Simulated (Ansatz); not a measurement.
# Structure relaxation of Pd

Method: DFT PBE, scalar-relativistic, plane waves, PAW (Ansatz). Cutoff 420 eV, Γ-centred k mesh, Gaussian smearing, no spin polarisation in the final step.

Pd was placed on the beta-tin structure type (I4_1/amd, No. 141), at a guessed volume.

```yaml
crystal:
  lattice:
    - [-2.41812, 2.41812, 1.31913]
    - [2.41812, -2.41812, 1.31913]
    - [2.41812, 2.41812, -1.31913]
  atoms:
    - { symbol: Pd, position: [0.00000, 0.00000, 0.00000] }
    - { symbol: Pd, position: [0.75000, 0.25000, 0.50000] }
```

Cell and atoms relax at zero pressure; the relaxation can't lower the symmetry of the start. After a coarse first stage the cell is made exact in the group found at 0.06 Å.

Energies count from the standard state of Pd at the same level.

What does it relax into?

It keeps I4_1/amd (No. 141). The result has the beta-tin structure. Conventional cell: a = 5.011 Å, c = 2.692 Å. Pd is coordinated by 6 Pd at 2.59–2.69 Å.

```xyz
2
Lattice="-2.5054 2.5054 1.3458 2.5054 -2.5054 1.3458 2.5054 2.5054 -1.3458" Properties=species:S:1:pos:R:3 pbc="T T T"
Pd    0.0000    0.0000    0.0000
Pd    0.0000    2.5054    0.6729
```

What are its volume, energy, density and gap?

The volume per atom is 16.89 Å³ and the density is 10.46 g/cm³. The energy over the standard structure is 0.35 eV/atom and the gap on the 18×18×18 mesh is 0 eV (a metal).

The final run used a 18×18×18 mesh on its 2-atom cell and 0.10 eV smearing. For metals, differences of a few meV/atom aren't resolved. A structure relaxed within its symmetry needn't be a true minimum.